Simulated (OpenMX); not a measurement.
# I under changes of volume

One of the cells (43.483 Å³/atom); the others are scaled copies at fixed shape and fractional positions:

```
I
1.0
     3.65911   -2.41088    0.00000
     3.65911    2.41088    0.00000
     0.00000    0.00000    9.85830
I
4
Direct
  0.64930 0.35070 0.38440
  0.14930 0.85070 0.11560
  0.35070 0.64930 0.61560
  0.85070 0.14930 0.88440
```

- Program: OpenMX 3.8.5
- Functional: PBE
- Potentials or basis: OpenMX 2013 PBE set, I7.0-s3p2d2f1, fixed grid of 42 × 42 × 100 points
- k mesh: 7 × 7 × 3
- Occupations: fermi-dirac, width 0.05 eV
- Spin: no spin polarisation

```tsv
volume (Å³/atom)	energy over the lowest point (meV/atom)	gap on the mesh (eV)	largest force (eV/Å)
40.073	?	?	?
40.926	44.31	1.35	1.392
41.778	29.24	1.30	1.186
43.483	9.07	1.21	0.815
44.336	3.30	1.17	0.651
45.189	0.00	1.13	0.501
```

Q: What does the run at 40.073 Å³/atom give?

A: Energy over the lowest point 63.31 meV/atom; gap on the mesh 1.38 eV; largest force 1.617 eV/Å.

Worked out: A Birch-Murnaghan fit of order 3 (a polynomial in V^(-2/3)) to the other rows has its minimum at 46.06 Å³/atom, just outside them, with B0 = V·E''(V) = 20 GPa and B' = 4.9 at fixed shape and positions, which overstates the stiffness. It gives 63.27 meV/atom at 40.073 Å³/atom, against the run's 63.31. A straight line through the other rows of the gap, of slope -2.22 eV per unit of ln V, extrapolates to 1.39 eV, against the run's 1.38.

Energies are extrapolated to zero smearing.

Caveats: spin-orbit coupling is left out, which moves the levels of the heavy elements; an odd mesh through Γ misses points on the zone boundary, where band edges often lie; the basis of atomic orbitals isn't converged, which shifts pressures, moduli and gaps; forces of over 1 eV/Å show positions far from the minimum, so gaps and moduli don't describe the material at rest (some runs).
